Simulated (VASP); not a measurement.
Runs of VASP 6.6.1 on TiTe2. Symmetry: P-3m1, No. 164, trigonal system. The conventional cell has a = 3.777 Å, b = 3.777 Å, c = 6.498 Å, α = 90.00°, β = 90.00°, γ = 120.00°. Te (site symmetry 3m) has 3 Ti at 2.77 Å as nearest neighbours. Ti (site symmetry -3m) is surrounded by 6 Te at 2.77 Å. 

```csv
task,level,potentials or basis,k mesh,cutoff (eV),smearing,further INCAR settings,grid for exact exchange (PRECFOCK),exchange at q = 0,other keys,mesh quality,gap on the mesh (eV),pressure (GPa),largest force (eV/Å)
band structure,PBEsol+D4,"VASP PAW PBE potentials, release 64 (Te, Ti_sv)",8 × 8 × 4,520,fermi-dirac 0.05 eV,ALGO = Fast; EDIFF = 1e-07; NBANDS = 13,-,-,NELMIN = 8; NBANDS = 13,not flagged,-,(a),0.11
single point,PBEsol0,"VASP PAW PBE potentials, release 64 (Te, Ti_sv)",5 × 5 × 3,520,fermi-dirac 0.1 eV,ALGO = Normal; EDIFF = 1.00e-06,Normal,truncated,-,coarse,none,-3.0,0.44
single point,LDA,"VASP PAW LDA potentials, release 64 (Te, Ti)",8 × 8 × 4,500,gaussian 0.05 eV,ALGO = Normal; EDIFF = 1e-06,-,-,-,not flagged,none,-4.5,0.34
single point,LDA,"VASP PAW LDA potentials, release 64 (Te, Ti)",8 × 8 × 4,500,gaussian 0.05 eV,ALGO = Normal; EDIFF = 1.00e-06,-,-,-,not flagged,none,-4.5,0.34
```

Alike in all rows: no spin polarisation; cell as given.

Estimate the missing entries.

(a) -3.6.

Caveats: some runs use coarse meshes; the PAW data sets were made with another functional, which shifts forces and pressure a little (some runs); the bands computed are all filled at some k points, so no gap is given (some runs); spin-orbit coupling is left out, which moves the levels of the heavy elements (some runs).

A k mesh can miss the band edges, and the runs leave out spin-orbit coupling on Te.

A gap of «none» marks a metal or a gap under the smearing width.

The runs don't all hold the same shells in valence.
